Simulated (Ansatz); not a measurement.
The system is InAs.

```xyz
2
Lattice="0.0000 3.0180 3.0180 3.0180 0.0000 3.0180 3.0180 3.0180 0.0000" Properties=species:S:1:pos:R:3 pbc="T T T"
In    0.0000    0.0000    0.0000
As    4.5270    4.5270    4.5270
```

```yaml
Program: Ansatz 0.2.0
Task: relaxation of cell and atoms
Functional: PBEsol
Potentials_or_basis: all-electron LAPW, scalar-relativistic
Basis_error_allowed: 0.001 eV/atom
k_mesh: 8 × 8 × 8
Occupations: fermi-dirac, width 0.05 eV
Spin: no spin polarisation
```

At the start: volume 27.49 Å³/atom.

Problem. Where does the relaxation end?

Solution. Over 4 steps the energy falls by 3.3 meV/atom and the volume is 28.22 Å³/atom (+2.6 %); space group F-43m (No. 216, to 0.05 Å).

Step by step:
| step | energy change (eV) | largest force (eV/Å) | volume (Å³) |
| --- | --- | --- | --- |
| 1 | 0.0000 | 0.0000 | 54.98 |
| 2 | -0.0059 | 0.0000 | 56.89 |
| 3 | -0.0066 | 0.0000 | 56.43 |
| 4 | -0.0066 | 0.0000 | 56.43 |

Final structure:
```
In As
1.0
     0.00000    3.04439    3.04439
     3.04439    0.00000    3.04439
     3.04439    3.04439    0.00000
In As
1 1
Cartesian
  0.0000 0.0000 0.0000
  4.5666 4.5666 4.5666
```
